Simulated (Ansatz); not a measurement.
## Profile along the N–In line in InN (zinc blende)

InN (zinc blende)

```cif
data_In4N4
_chemical_formula_sum 'N4 In4'
_space_group_name_H-M_alt 'F-43m'
_space_group_IT_number 216
_space_group_name_Hall 'F -4 2 3'
_cell_length_a 4.99990
_cell_length_b 4.99990
_cell_length_c 4.99990
_cell_angle_alpha 90.000
_cell_angle_beta 90.000
_cell_angle_gamma 90.000
loop_
_atom_site_label
_atom_site_type_symbol
_atom_site_symmetry_multiplicity
_atom_site_Wyckoff_symbol
_atom_site_fract_x
_atom_site_fract_y
_atom_site_fract_z
_atom_site_occupancy
N1 N 4 c 0.25000 0.25000 0.25000 1
In1 In 4 a 0.00000 0.00000 0.00000 1
```
(The calculation used a cell of 2 atoms; values per cell refer to that cell.)

Fields along a shortest N–In line of a {110} plane (2.17 Å), from N to In, interpolated on the slice's grid (step about 0.2 Å). Level of theory: r2SCAN (plane waves to 500 eV, PAW, scalar-relativistic; Ansatz, a quantum-chemistry and plane-wave program). k mesh 11×11×11. Near the nuclei the fields are pseudised (PAW); where an atom keeps semicore shells as valence, they peak there. At this level the bands of InN touch or barely overlap; measurements give the solid a gap. InN was relaxed with its symmetry unable to fall. The PAW data are Ansatz's earlier set.

```json
[
 {"distance from N (Å)": "0.00", "valence electron density (e/Å³)": "3.21", "electron localisation function": "x"},
 {"distance from N (Å)": "0.22", "valence electron density (e/Å³)": "3.41", "electron localisation function": "x"},
 {"distance from N (Å)": "0.43", "valence electron density (e/Å³)": "2.77", "electron localisation function": "0.70"},
 {"distance from N (Å)": "0.65", "valence electron density (e/Å³)": "1.43", "electron localisation function": "0.84"},
 {"distance from N (Å)": "0.87", "valence electron density (e/Å³)": "0.76", "electron localisation function": "0.68"},
 {"distance from N (Å)": "1.08", "valence electron density (e/Å³)": "0.56", "electron localisation function": "0.24"},
 {"distance from N (Å)": "1.30", "valence electron density (e/Å³)": "0.91", "electron localisation function": "0.18"},
 {"distance from N (Å)": "1.52", "valence electron density (e/Å³)": "2.91", "electron localisation function": "0.14"},
 {"distance from N (Å)": "1.74", "valence electron density (e/Å³)": "6.11", "electron localisation function": "0.03"},
 {"distance from N (Å)": "1.95", "valence electron density (e/Å³)": "9.38", "electron localisation function": "x"},
 {"distance from N (Å)": "2.17", "valence electron density (e/Å³)": "10.93", "electron localisation function": "x"}
]
```

x: too close to a nucleus for the ELF to mean much.

Density on the N–In line (2.17 Å) at its midpoint: 0.56 e/Å³. ELF at that point: 0.2.
